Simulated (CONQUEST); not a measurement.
## BN: equation of state with PBEsol

**The experiment to reproduce.**

From “Effect of nanostructuration on compressibility of cubic BN”, 2012, arxiv:1208.3664, for a bulk crystal of BN at 300 K: bulk modulus 395 ± 2 GPa.

The system is BN.

```xyz
4
Lattice="2.5640 0.0000 0.0000 0.0000 2.5640 0.0000 0.0000 0.0000 3.6260" Properties=species:S:1:pos:R:3 pbc="T T T"
N     0.0000    1.2820    2.7195
N     1.2820    0.0000    0.9065
B     0.0000    0.0000    0.0000
B     1.2820    1.2820    1.8130
```

The cell is a database's computed one.

```json
{
 "Program": "CONQUEST 1.3",
 "Task": "equation of state",
 "Functional": "PBEsol",
 "Potentials or basis": "PseudoDojo NC PBEsol, DZP, grid of 32 × 32 × 40 points",
 "k mesh": "10 × 10 × 7",
 "Occupations": "fermi-dirac, width 0.05 eV",
 "Spin": "no spin polarisation",
 "Solver": "diagonalisation",
 "SCF tolerance": "1e-06"
}
```

```yaml
Equilibrium_volume: 5.90 Å³/atom
Bulk_modulus: 381 GPa
Pressure_derivative_of_the_bulk_modulus: "4.1 (rough: it moves with the points fitted)"
```

Energy against volume, from the lowest point:
```tsv
volume (Å³/atom)	energy (meV/atom)
5.602	18.83
5.721	5.99
5.840	0.00
5.959	0.11
6.078	5.47
6.198	15.68
6.317	30.63
```

All runs of the series together: 21 min on 1 thread of Intel(R) Xeon(R) Platinum 8488C (Sapphire Rapids), on a shared host.

Measured bulk modulus of BN: 395 GPa (300 K; quoted in “Effect of nanostructuration on compressibility of cubic BN”, 2012, arxiv:1208.3664). This calculation gives 381 GPa (-3.5 %). The fit is for a static lattice scaled at fixed shape and fixed fractional positions.

Caveat: the DZP basis gives volumes some 2 % larger than converged bases do, and moduli off by several per cent; the basis of atomic orbitals isn't converged, which shifts pressures, moduli and gaps.
